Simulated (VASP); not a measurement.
A run of VASP 6.6.1 is set up as follows.

Contents of INCAR:

```
SYSTEM = Sn
PREC = Accurate
ENCUT = 520
EDIFF = 1E-7
ISMEAR = 0
SIGMA = 0.03
LREAL = .False.
LASPH = .True.
NELM = 80
ALGO = Fast
ISIF = 2
LWAVE = .False.
LCHARG = .False.
GGA = PE
KPAR = 8
```

Contents of KPOINTS:

```
regular mesh
0
Gamma
  6 6 6
  0 0 0
```

POSCAR

```
Sn                                      
1.0
    0.0000000000      3.2685833785      3.2685833785
    3.2685833785      0.0000000000      3.2685833785
    3.2685833785      3.2685833785      0.0000000000
  Sn            
     2
Direct
     0.0000000000000000    0.0000000000000000    0.0000000000000000
     0.2500000000000000    0.2500000000000000    0.2500000000000000
```

Contents of KPOINTS_OPT:

```
explicit points
6
Reciprocal
 0.0000000000  0.0000000000  0.0000000000 1
 0.3750000000  0.3750000000  0.7500000000 1
 0.5000000000  0.5000000000  0.5000000000 1
 0.6250000000  0.2500000000  0.6250000000 1
 0.5000000000  0.2500000000  0.7500000000 1
 0.5000000000  0.0000000000  0.5000000000 1
```

Potentials or basis: VASP PAW PBE potentials, release 64 (Sn_d).

Launch:

```console
$ cat potpaw_PBE.64/Sn_d/POTCAR > POTCAR
$ mpirun -np 8 vasp_std > vasp.out
```

Task: What does it give for the band gap along the path?

Result: None (metal or under the smearing width).

Task: What does it give for the pressure?

Result: 2.2 GPa.

Caveat: spin-orbit coupling is left out, which moves the levels of the heavy elements.
